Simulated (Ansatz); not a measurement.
## P: energy along a strain

P, P4/mmm, a = 4.273 Å, c = 4.378 Å (as given, not relaxed at this level: -3.8 GPa). This isn't the element's structure at ambient conditions. Ansatz: PBEsol, PAW, 420 eV, Γ-centred 12×12×12 mesh on 1 atom, Gaussian smearing 0.15 eV; no spin polarisation. Cell vectors (Å): 4.273 0.000 0.000; 0.000 4.273 0.000; 0.000 0.000 4.378. The cell is strained by x per cent times the pattern (0 0 0 0 1 0) in the order xx yy zz yz xz xy (engineering shears), with fractional coordinates held. y is the free energy over the start, V0 = 79.932 Å³/atom. Symmetry makes y even in x. Points with a strain past 8.5 % were computed too (2) and aren't used here.

| x (%) | y (meV/atom) |
| --- | --- |
| -5.00 | 1.20 |
| 0.00 | 0.00 |
| 1.25 | 0.08 |
| 2.50 | 0.30 |
| 3.75 | 0.68 |
| 6.25 | 1.87 |
| 7.50 | ? |

Task: Fit y = c2 x² + c4 x⁴ to the other rows, get the stiffness along the pattern, and predict the missing energy.

Result: Least squares on the rows shown. y = 0.04841 x² − 1.415×10⁻⁵ x⁴. The clamped-ion stiffness p·C·p = 2 × 0.4841 eV × 160.2 / 79.932 Å³ = 1.9 GPa, which is C55 in these axes (second derivative at the start, which stands under stress). At x = 7.50 the fit asked for gives 2.68 meV/atom. The run gave 2.68 meV/atom, the same to the digits shown.